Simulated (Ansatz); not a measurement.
SnO$_{2}$: comparing deformations

Method: DFT r2SCAN, scalar-relativistic, plane waves, PAW in Ansatz. Cutoff 500 eV, Γ-centred 6×6×8 k-points, Gaussian smearing of 0.05 eV. No spin polarisation. Energies are free energies at this smearing, counted from the undisturbed cell; pressure is positive in compression.

Zero of the scan (relaxed at this level):

```yaml
crystal:
  lattice:
    - [4.76022, 0.00000, 0.00000]
    - [0.00000, 4.76022, 0.00000]
    - [0.00000, 0.00000, 3.20057]
  atoms:
    - { symbol: Sn, position: [0.00000, 0.00000, 0.00000] }
    - { symbol: Sn, position: [0.50000, 0.50000, 0.50000] }
    - { symbol: O, position: [0.30589, 0.30589, 0.00000] }
    - { symbol: O, position: [0.19411, 0.80589, 0.50000] }
    - { symbol: O, position: [0.69411, 0.69411, 0.00000] }
    - { symbol: O, position: [0.80589, 0.19411, 0.50000] }
```

The cell is strained by ε times a Voigt pattern (xx, yy, zz, yz, xz, xy; engineering shear) with fractional coordinates fixed. τ = (1/V0) dE/dε comes from the stress tensor. Of each scan, only the three points used here are listed.

```csv
pattern,ε,τ (GPa)
"(0, 0, 0, 0, 1, 0)",-0.0075,-0.88
"(0, 0, 0, 0, 1, 0)",0.0000,0.00
"(0, 0, 0, 0, 1, 0)",0.0075,0.88
"(1, 1, 0, 0, 0, 0)",-0.0150,-13.83
"(1, 1, 0, 0, 0, 0)",0.0000,0.03
"(1, 1, 0, 0, 0, 0)",0.0150,12.15
```

Problem. Which constants do the scans give, and which deformation costs least for the same size of strain tensor?

Solution. The slope dτ/dε at zero (parabola through three points) is pᵀCp: (0, 0, 0, 0, 1, 0) gives C55 = 117 GPa; (1, 1, 0, 0, 0, 0) gives C11 + C22 + 2 C12 = 866 GPa. The size of the strain tensor, ε:ε, is ε² times 0.5, 2.0. Per unit of it the stiffnesses are 235, 433 GPa, so (0, 0, 0, 0, 1, 0) is the softest of these: at ε:ε = (1 %)² the quadratic term costs 0.88 meV/atom against 1.63 for the stiffest. These are clamped-ion values.

Forces appear on the atoms along this scan, and letting them relax would lower the energy and soften the response.